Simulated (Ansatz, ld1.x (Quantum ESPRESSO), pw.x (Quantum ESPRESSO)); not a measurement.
## technetium (Tc) (fcc): variants of one PAW potential in the solid

* Element: Tc
* Generator: ld1.x (Quantum ESPRESSO) 7.5
* Type: PAW
* Functional: PBE
* Relativity: scalar-relativistic
* Frozen core: [Kr]
* Valence charge: 7
* Reference configuration: 4d5 5s0 5p0 (charge +2)
* Partial waves: 5s (bound, empty): rcut 2.15, rcutus 2.60 bohr; 5s channel at 0.2 Ry: rcut 2.15, rcutus 2.60 bohr; 5p (bound, empty): rcut 3.00, rcutus 3.40 bohr; 5p channel at 1.45 Ry: rcut 3.00, rcutus 3.40 bohr; 4d (bound): rcut 1.80, rcutus 2.35 bohr; 4d channel at -1.3 Ry: rcut 1.80, rcutus 2.35 bohr
* Local potential: all-electron potential smoothed inside 2.20 bohr (lloc = -1)
* Core correction: none
* Augmentation charge: BESSEL, radius 1.80 bohr

Crystal test: fcc Tc in pw.x 7.5, no spin, 15³ k-points, Fermi–Dirac smearing 0.01 Ry, cutoffs set for each file from its atomic test. The reference is all-electron LAPW (Ansatz 0.2.0) with the same functional, mesh and smearing; V0 and B0 come from Birch–Murnaghan fits to the pressures at five volumes. Errors are pseudo minus all-electron; Δ is the rms difference of the E(V) curves that follow from these fits, minima aligned, over ±6 % about the mean V0. Mesh and smearing are coarse, so the numbers serve the comparison and aren't converged zero-temperature values; the lattice is a test structure that the element need not adopt.

All-electron: a0 = 3.873 Å (V0 = 14.52 Å³/atom), B0 = 295.3 GPa.

Base: The largest radius (3.40 bohr) exceeds half the bond length (2.59 bohr), so the spheres overlap, which is one possible source of error among others. This is a poor potential for the solid.

1 further variants are left out: they gave no file fit for a test, a broken result, the same result as the base, or pressures whose basis-set error rivals the error shown.

```tsv
change	cutoffs (Ry)	pw.x	a0 (Å)	a0 error (%)	B0 error (%)	Δ (meV/atom)	mean pressure error (GPa)
base	40/320	converged	3.853	-0.50	+13.1	14.6	-4.75
type TM; waves now 5p (bound): rc 3.40 bohr; 4d (bound): rc 2.35 bohr; 5s (bound): rc 2.60 bohr; local potential the s channel	50/200	converged	3.846	-0.68	+13.8	20.1	-6.53
local potential all-electron potential smoothed inside 2.20 bohr (lloc = -2)	40/320	converged	3.859	-0.35	+12.5	10.1	-3.27
local potential all-electron potential smoothed inside 2.02 bohr (lloc = -1)	40/320	converged; bound ghost	3.850	-0.58	+14.7	17.0	-5.54
```

Give the row for: core correction a·sin(br)/r model core inside 1.76 bohr.

pw.x: converged; mean pressure error (GPa): +3.74; a0 (Å): 3.887; a0 error (%): +0.38; B0 error (%): +6.5; Δ (meV/atom): 11.5.
